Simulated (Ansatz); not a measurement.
SiO2: single point with PBE

Crystal: SiO2.

```
Si O
1.0
    -4.47204    4.47204    2.61177
     4.47204   -4.47204    2.61177
     4.47204    4.47204   -2.61177
Si O
4 8
Direct
  0.82311 0.82311 0.64622
  0.17689 0.82311 0.00000
  0.82311 0.17689 0.00000
  0.17689 0.17689 0.35378
  0.00000 0.79145 0.79145
  0.20855 0.00000 0.20855
  0.79145 0.00000 0.79145
  0.00000 0.20855 0.20855
  0.00000 0.00000 0.50000
  0.50000 0.00000 0.00000
  0.00000 0.50000 0.00000
  0.50000 0.50000 0.50000
```

The cell comes from a database or a generator and needn't be the stable form of this composition.

```yaml
Program: Ansatz 0.2.0
Task: single point
Functional: PBE
Potentials_or_basis: Ansatz PAW
Cutoff: "420 eV (not typed: the program's choice for these potentials)"
k_mesh: 6 × 6 × 6
Occupations: fermi-dirac, width 0.05 eV
Spin: no spin polarisation
```

```
Pressure               : 3.7 GPa
Largest force          : 0.216 eV/Å
Band gap on the k mesh : 5.46 eV, indirect (least direct gap 5.46 eV)
```

Forces in eV/Å, atoms in the order of the input:
```
Si   0.032  0.032  0.000
Si   0.032 -0.032  0.000
Si  -0.032  0.032  0.000
Si  -0.032 -0.032  0.000
O   -0.216  0.000  0.000
O    0.000  0.216  0.000
O    0.000 -0.216  0.000
O    0.216  0.000  0.000
O    0.000  0.000  0.000
O    0.000  0.000  0.000
O    0.000  0.000  0.000
O    0.000  0.000  0.000
```

Stress tensor (GPa, compression positive):
```
3.58 0.00 0.00
0.00 3.58 0.00
0.00 0.00 3.80
```

Levels at points of the mesh, in eV from the valence-band top:
| k point | band 30 | band 31 | band 32 | band 33 | band 34 | band 35 |
| --- | --- | --- | --- | --- | --- | --- |
| (0.00, 0.00, 0.00) | -0.66 | -0.01 | -0.01 | 5.46 | 8.37 | 8.62 |
| (0.00, 0.00, -0.50) | -0.37 | -0.37 | -0.24 | 6.61 | 6.96 | 8.70 |
| (0.00, -0.50, 0.00) | -0.77 | -0.59 | -0.24 | 7.68 | 7.76 | 8.66 |
| (-0.50, -0.50, -0.50) | -0.17 | 0.00 | 0.00 | 7.64 | 7.66 | 7.66 |

Run time: 4.8 s on 4 threads of Arm Neoverse V1, on a shared host, peak memory 0.66 GiB.

Caveat: the pressure holds a Pulay correction of +0.4 GPa for the finite cutoff. A k mesh can miss the band edges.
